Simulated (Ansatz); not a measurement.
# Si: band gap under strain

How does strain move the band edges of diamond Si, and do the functionals agree on it? States: -2.0 % strain along z alone; -1.0 % strain along z alone; +1.0 % strain along z alone.

Program: Ansatz 0.2.0. PAW datasets, plane waves. The values are computed, spin-unpolarised, and not measurements.

## (1) The cell

The unstrained cell was relaxed with r2SCAN; in each strained cell the atoms were relaxed again with r2SCAN. Names of k-points are those of the unstrained zone, where strain can split equivalent points. First state: -2.0 % strain along z alone.

The symmetry is I4_1/amd (No. 141, tetragonal); conventional cell a = 3.850 Å, c = 5.335 Å, 19.77 Å³ an atom. Si has 4 Si at 2.34 Å.

Structure file:

```
Si
1.0
     0.00000    2.72212    2.66768
     2.72212    0.00000    2.66768
     2.72212    2.72212    0.00000
Si
2
Direct
  0.00000 0.00000 0.00000
  0.25000 0.25000 0.25000
```

From earlier runs on the unstrained cell: PBE 0.58 eV, r2SCAN 0.92 eV, HSE06 1.14 eV, G0W0 1.18 eV (on its mesh); a = 5.444 Å.

## (2) -2.0 % strain along z alone: PBE

input.yaml

```yaml
crystal:
  lattice:
    - [0.0, 2.7221188956, 2.6676765177]
    - [2.7221188956, 0.0, 2.6676765177]
    - [2.7221188956, 2.7221188956, 0.0]
  atoms:
    - { symbol: Si, position: [0.0, 0.0, 0.0] }
    - { symbol: Si, position: [0.25, 0.25, 0.25] }
kpoints:
  mp_grid: { grid: [8, 8, 8] }
  band_path:
    path:
      - [0.0, 0.0, 0.0]
      - [0.5, 0.0, 0.5]
      - [0.625, 0.25, 0.625]
      - [0.375, 0.375, 0.75]
      - [0.5, 0.5, 0.5]
      - [0.5, 0.25, 0.75]
      - [0.419271, 0.419271, 0.0]
    npoints: 1
hamiltonian:
  xc: pbe
scf:
  occupations: { method: fermi_dirac, width: 0.02 }
  n_extra_bands: 4
output:
  forces: true
  stress: true
  eigenvalues: true
  write_density: true
  write_potential: true
  elf: true
  volumetric_format: npy
```

Command:

```
ansatz run input.yaml --threads 2 --pin off --max-ram 29491MiB --backend cpu --events-out ev --progress --plain --runs-dir out
```

The runs that follow: -2.0 % strain along z alone: r2SCAN; -2.0 % strain along z alone: HSE06; -2.0 % strain along z alone: r2SCAN; -2.0 % strain along z alone: G0W0@PBE; -1.0 % strain along z alone: PBE; -1.0 % strain along z alone: r2SCAN; -1.0 % strain along z alone: HSE06; -1.0 % strain along z alone: r2SCAN; -1.0 % strain along z alone: G0W0@PBE; +1.0 % strain along z alone: PBE; +1.0 % strain along z alone: r2SCAN; +1.0 % strain along z alone: HSE06; +1.0 % strain along z alone: r2SCAN; +1.0 % strain along z alone: G0W0@PBE.

**Question.** What will these runs give?

**Answer**, as computed:

Least gap in eV (negative: overlap), with the change from the unstrained cell in brackets. G0W0 is on its own coarse mesh.

```
                      state  volume change (%)           PBE        r2SCAN         HSE06          G0W0
-2.0 % strain along z alone               -2.0  0.33 (-0.25)  0.66 (-0.26)  0.88 (-0.26)  0.94 (-0.24)
-1.0 % strain along z alone               -1.0  0.46 (-0.12)  0.79 (-0.13)  1.01 (-0.13)  1.06 (-0.12)
+1.0 % strain along z alone               +1.0  0.55 (-0.03)  0.88 (-0.04)  1.11 (-0.03)  1.15 (-0.03)
```

With HSE06, of the states in the table -2.0 % strain along z alone shifts the gap most, by -0.262 eV. PBE and HSE06 differ by 0.56 eV on the unstrained gap, and by at most 0.01 eV on its change: the two disagree on the size of the gap but agree on its response to strain. No extrapolation in bands, cutoff or mesh was made for G0W0.
